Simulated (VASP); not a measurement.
# TiN (Osbornite) (Fm-3m) in VASP: notebook

One crystal, TiN (Osbornite), is run at these levels: PBEsol; tasks: relaxation of cell and atoms.

All numbers are computed with VASP 6.6.1; they aren't measurements. Logs are shortened: lines on timing, memory, paths and dates and some standing lists are left out, and cuts for length are marked.

## 1. Starting point

The structure is cubic, space group Fm-3m (No. 225). Conventional cell: a = 4.206 Å, b = 4.206 Å, c = 4.206 Å, α = 90.00°, β = 90.00°, γ = 90.00°. Ti (site symmetry m-3m) has 6 N at 2.10 Å as nearest neighbours. Around N (site symmetry m-3m) lie 6 Ti at 2.10 Å.

## 2. Relaxation of cell and atoms, PBEsol

Input file INCAR:

```
PREC     = Accurate       # precision mode
ENCUT    = 600            # plane-wave cutoff, eV
EDIFF    = 1E-7           # SCF threshold, eV
ISMEAR   = 1              # smearing method
SIGMA    = 0.1            # smearing width, eV
LREAL    = False          # projectors in reciprocal space
LASPH    = True           # aspherical terms in the spheres
NELM     = 80             # most SCF steps
ALGO     = Normal         # electronic algorithm
ISIF     = 3              # what is computed and relaxed
LWAVE    = False          # write WAVECAR
LCHARG   = False          # write CHGCAR
GGA      = PS             # functional
IBRION   = 2              # ionic algorithm
NSW      = 90             # ionic steps
EDIFFG   = -0.005         # ionic threshold
```

Input file KPOINTS:

```
Automatic mesh
0
Gamma
  16 16 16
```

Input file POSCAR:

```
TiN                                     
1.0
    0.0000000000      2.1029354761      2.1029354761
    2.1029354761      0.0000000000      2.1029354761
    2.1029354761      2.1029354761     -0.0000000000
  Ti              N             
     1     1
Direct
     0.0000000000000000    0.0000000000000000    0.0000000000000000
     0.5000000000000000    0.5000000000000000    0.5000000000000000
```

Potentials or basis: VASP PAW PBE potentials, release 64 (Ti_sv, N).

Started as:

```bash
> cat potpaw_PBE.64/Ti_sv/POTCAR potpaw_PBE.64/N/POTCAR > POTCAR
> mpirun -np 1 vasp_std > vasp.out
```

OUTCAR:

```text
PREC = Accurate
   ENCUT = 600
   EDIFF = 1E-7
   ISMEAR = 1
   LREAL = False
   LASPH = True
   NELM = 80
   ISIF = 3
   GGA = PS
   IBRION = 2
   NSW = 90
   EDIFFG = -0.005

 ion  position               nearest neighbor table
   1  0.000  0.000  0.000-   2 2.10   2 2.10   2 2.10   2 2.10   2 2.10   2 2.10
   2  0.500  0.500  0.500-   1 2.10   1 2.10   1 2.10   1 2.10   1 2.10   1 2.10

  LATTYP: Found a face centered cubic cell.
 ALAT       =     4.2058709522

  Lattice vectors:

 A1 = (   0.0000000000,   2.1029354761,   2.1029354761)
 A2 = (   2.1029354761,   0.0000000000,   2.1029354761)
 A3 = (   2.1029354761,   2.1029354761,   0.0000000000)

Analysis of symmetry for initial positions (statically):
=====================================================================
 Subroutine PRICEL returns:
 Original cell was already a primitive cell.

 Routine SETGRP: Setting up the symmetry group for a
 face centered cubic supercell.

 Subroutine GETGRP returns: Found 48 space group operations
 (whereof 48 operations were pure point group operations)
 out of a pool of 48 trial point group operations.

The static configuration has the point symmetry O_h .

Analysis of symmetry for dynamics (positions and initial velocities):
=====================================================================
 Subroutine PRICEL returns:
 Original cell was already a primitive cell.

 Routine SETGRP: Setting up the symmetry group for a
 face centered cubic supercell.

 Subroutine GETGRP returns: Found 48 space group operations
 (whereof 48 operations were pure point group operations)
 out of a pool of 48 trial point group operations.

The dynamic configuration has the point symmetry O_h .

 Subroutine INISYM returns: Found 48 space group operations
 (whereof 48 operations are pure point group operations),
 and found     1 'primitive' translations

----------------------------------------------------------------------------------------

                                     Primitive cell

  volume of cell :      18.5998

  direct lattice vectors                    reciprocal lattice vectors
     0.000000000  2.102935476  2.102935476    -0.237762882  0.237762882  0.237762882
     2.102935476  0.000000000  2.102935476     0.237762882 -0.237762882  0.237762882
     2.102935476  2.102935476  0.000000000     0.237762882  0.237762882 -0.237762882

  length of vectors
     2.973999871  2.973999871  2.973999871     0.411817392  0.411817392  0.411817392

  position of ions in fractional coordinates (direct lattice)
     0.000000000  0.000000000  0.000000000
     0.500000000  0.500000000  0.500000000

  ion indices of the primitive-cell ions
   primitive index   ion index
                 1           1
                 2           2

----------------------------------------------------------------------------------------

 KPOINTS: Automatic mesh

Automatic generation of k-mesh.
 Grid dimensions read from file:
 generate k-points for:   16   16   16

 Generating k-lattice:

  Cartesian coordinates                     Fractional coordinates (reciprocal lattice)
    -0.014860180  0.014860180  0.014860180     0.062500000  0.000000000  0.000000000
     0.014860180 -0.014860180  0.014860180     0.000000000  0.062500000  0.000000000
     0.014860180  0.014860180 -0.014860180     0.000000000  0.000000000  0.062500000

  Length of vectors
     0.025738587  0.025738587  0.025738587

  Shift w.r.t. Gamma in fractional coordinates (k-lattice)
     0.000000000  0.000000000  0.000000000

 Subroutine IBZKPT returns following result:
 ===========================================

 Found    145 irreducible k-points:

 Following reciprocal coordinates:
            Coordinates               Weight
  0.000000  0.000000  0.000000      1.000000
  0.062500  0.000000  0.000000      8.000000
  0.125000  0.000000  0.000000      8.000000
  0.187500  0.000000  0.000000      8.000000
  0.250000  0.000000  0.000000      8.000000
  0.312500  0.000000  0.000000      8.000000
[... 16 lines left out ...]
 -0.125000  0.062500  0.000000     24.000000
 -0.062500  0.062500  0.000000     12.000000
 [... further k-points ...]
   k-points           NKPTS =    145   k-points in BZ     NKDIM =    145   number of bands    NBANDS=     12
   number of dos      NEDOS =    301   number of ions     NIONS =      2
   total plane-waves  NPLWV =  13824
   dimension x,y,z NGX =    24 NGY =   24 NGZ =   24
   dimension x,y,z NGXF=    48 NGYF=   48 NGZF=   48
   ions per type =               1   1
   NGX,Y,Z   is equivalent  to a cutoff of  13.42, 13.42, 13.42 a.u.
   NGXF,Y,Z  is equivalent  to a cutoff of  26.83, 26.83, 26.83 a.u.
 SYSTEM =  unknown system
   PREC   = accura    normal or accurate (medium, high low for compatibility)
   ISTART =      0    job   : 0-new  1-cont  2-samecut
   ICHARG =      2    charge: 1-file 2-atom 10-const
   ISPIN  =      1    spin polarized calculation?
   LNONCOLLINEAR =      F non collinear calculations
   LSORBIT =      F    spin-orbit coupling
   LASPH  =      T    aspherical Exc in radial PAW
   ENCUT  =  600.0 eV  44.10 Ry    6.64 a.u.   5.94  5.94  5.94*2*pi/ulx,y,z
   NELM   =     80;   NELMIN=  2; NELMDL= -5     # of ELM steps
   EDIFF  = 0.1E-06   stopping-criterion for ELM
   LREAL  =      F    real-space projection
   EDIFFG = -.5E-02   stopping-criterion for IOM
   NSW    =     90    number of steps for IOM
   IBRION =      2    ionic relax: 0-MD 1-quasi-New 2-CG
   NFREE  =      1    steps in history (QN), initial steepest desc. (CG)
   ISIF   =      3    stress and relaxation
   ISYM   =      2    0-nonsym 1-usesym 2-fastsym
   POTIM  = 0.5000    time-step for ionic-motion
   TEBEG  =    0.0;   TEEND  =   0.0 temperature during run
   PSTRESS=    0.0 pullay stress
   NELECT =      17.0000    total number of electrons
   NUPDOWN=      -1.0000    fix difference up-down
   EMIN   =  10.00;   EMAX   =-10.00  energy-range for DOS
   EFERMI =   0.00;   METHOD = LEGACY
   ISMEAR =     1;   SIGMA  =   0.10  broadening in eV -4-tet -1-fermi 0-gaus
   EFERMI_NEDOS =   21; number of points for ismear=-14 and -15
   IALGO  =     38    algorithm
   IMIX   =      4    mixing-type and parameters
     AMIX     =   0.40;   BMIX     =  1.00
     AMIX_MAG =   1.60;   BMIX_MAG =  1.00
  volume/ion in A,a.u.               =       9.30        62.76
  Fermi-wavevector in a.u.,A,eV,Ry     =   1.588749  3.002300 34.342768  2.524122
  Thomas-Fermi vector in A             =   2.687704
   LORBIT       =      0    0 simple, 1 ext, 2 COOP (PROOUT), +10 PAW based schemes
   GGA     = PS    functional components
   LHFCALC =     F    Hartree Fock is set to
   AEXX    =    0.0000 exact exchange contribution
   IVDW    =     0    specifies the selected vdW correction
   LEPSILON=     F    determine dielectric tensor
   LRPA    =     F    only Hartree local field effects (RPA)
 conjugate gradient relaxation of ions
 non-spin polarized calculation
 Methfessel and Paxton  Order N= 1 SIGMA  =   0.10
  energy-cutoff  :      600.00
  volume of cell :       18.60
 maximum number of plane-waves:       636
   NGX = 11   NGY = 11   NGZ = 11

 number of electron      16.9999998 magnetization

 Free energy of the ion-electron system (eV)
  ---------------------------------------------------
  ext. energy  EPLUGINS =         0.00000000
  ---------------------------------------------------
  free energy    TOTEN  =       -20.78179960 eV

  energy without entropy =      -20.78040292  energy(sigma->0) =      -20.78133404

 E-fermi :  11.6677     XC(G=0): -13.3641

 val. band max:       11.6641519388   @ k =   0.3750   0.1250   0.0000
 cond. band min:      11.6687663464   @ k =  -0.1875   0.0625   0.0000
 fundamental gap:      0.0046144076
 Fermi energy:        11.6677090105

 k-point     1 :       0.0000    0.0000    0.0000
  band No.  band energies     occupation
      1     -45.9144      2.00000
      2     -21.9749      2.00000
      3     -21.9749      2.00000
      4     -21.9749      2.00000
      5      -5.5390      2.00000
      6       9.6067      2.00000
      7       9.6067      2.00000
      8       9.6067      2.00000
      9      11.0041      2.00000
     10      11.0041      2.00000
     11      11.0041      2.00000
     12      12.2525     -0.00000

 k-point     2 :       0.0625    0.0000    0.0000
  band No.  band energies     occupation
      1     -45.9102      2.00000
      2     -22.0040      2.00000
      3     -21.9773      2.00000
      4     -21.9773      2.00000
      5      -5.4582      2.00000
      6       9.1387      2.00000
      7       9.2540      2.00000
      8       9.2540      2.00000
      9      11.1272      2.00000
     10      11.1272      2.00000
     11      11.2523      2.00000
     12      12.6161     -0.00000

 k-point     3 :       0.1250    0.0000    0.0000
  band No.  band energies     occupation
      1     -45.8982      2.00000
      2     -22.0861      2.00000
      3     -21.9840      2.00000
      4     -21.9840      2.00000
      5      -5.2237      2.00000
      6       8.1877      2.00000
      7       8.5671      2.00000
      8       8.5671      2.00000
      9      11.3810      2.00039
     10      11.3810      2.00039
     11      11.6331      1.54866
     12      13.4392     -0.00000
[... 286 lines left out ...]
 k-point    23 :      -0.1250    0.0625    0.0000
  band No.  band energies     occupation
      1     -45.8894      2.00000
      2     -22.1339      2.00000
      3     -22.0094      2.00000
      4     -21.9798      2.00000
      5      -5.0541      2.00000
      6       7.5844      2.00000
      7       8.0552      2.00000
      8       8.4695      2.00000
      9      11.3319      2.00002
     10      11.7061      0.39991
     11      11.9763     -0.00011
     12      13.3128     -0.00000

 k-point    24 :      -0.0625    0.0625    0.0000
  band No.  band energies     occupation
      1     -45.9034      2.00000
      2     -22.0443      2.00000
      3     -21.9926      2.00000
      4     -21.9760      2.00000
      5      -5.3276      2.00000
      6       8.4982      2.00000
      7       8.7232      2.00000
      8       9.0446      2.00000
      9      11.1264      2.00000
     10      11.4369      2.00524
     11      11.5493      2.07038
     12      12.7133     -0.00000

 [... further k-points ...]

------------------------ aborting loop because EDIFF is reached ----------------------------------------

  FORCE on cell =-STRESS in cart. coord.  units (eV):
  Direction    XX          YY          ZZ          XY          YZ          ZX
  --------------------------------------------------------------------------------------
  -------------------------------------------------------------------------------------
  Total       -0.0056493     -0.0056493     -0.0056493      0.0000000     -0.0000000      0.0000000
  in kB       -0.4866259     -0.4866259     -0.4866259      0.0000000     -0.0000000      0.0000000
  external PRESSURE =      -0.4866259 kB  Pullay stress =       0.0000000 kB

 VOLUME and BASIS-vectors are now :
 -----------------------------------------------------------------------------
  energy-cutoff  :      600.00
  volume of cell :       18.60
      direct lattice vectors                 reciprocal lattice vectors
     0.000000000  2.102935476  2.102935476    -0.237762882  0.237762882  0.237762882
     2.102935476  0.000000000  2.102935476     0.237762882 -0.237762882  0.237762882
     2.102935476  2.102935476  0.000000000     0.237762882  0.237762882 -0.237762882

 POSITION                                       TOTAL-FORCE (eV/Angst)
 -----------------------------------------------------------------------------------
      0.00000      0.00000      0.00000         0.000000      0.000000      0.000000
      2.10294      2.10294      2.10294         0.000000      0.000000     -0.000000
 -----------------------------------------------------------------------------------
    total drift:                                0.000000     -0.000000     -0.000000

  FREE ENERGIE OF THE ION-ELECTRON SYSTEM (eV)
  ---------------------------------------------------
  free  energy   TOTEN  =       -20.7817995971 eV

  energy  without entropy=      -20.7804029232  energy(sigma->0) =      -20.78133404

 reached required accuracy - stopping structural energy minimisation
```

Run time: 20 s. Hardware: 1 thread of Intel Xeon Platinum 8488C (Sapphire Rapids), shared host; peak memory 0.17 GiB.

What came out:

| Property | Result |
| --- | --- |
| Free energy | -20.7818 eV |
| Pressure after relaxing | 0.0 GPa |
| Band gap on the k mesh | none (metal or under the smearing width) |

Final structure:
```cif
data_structure
_symmetry_space_group_name_H-M 'P 1'
_symmetry_Int_Tables_number 1
_cell_length_a 2.9740
_cell_length_b 2.9740
_cell_length_c 2.9740
_cell_angle_alpha 60.000
_cell_angle_beta 60.000
_cell_angle_gamma 60.000
_cell_volume 18.60
loop_
_atom_site_label
_atom_site_type_symbol
_atom_site_fract_x
_atom_site_fract_y
_atom_site_fract_z
_atom_site_occupancy
Ti1 Ti 0.00000 0.00000 0.00000 1
N1 N 0.50000 0.50000 0.50000 1
```

Caveat: the relaxation stopped at its first step, so nothing moved; the PAW data sets were made with another functional, which shifts forces and pressure a little.

(Continued in part 2 of 3.)
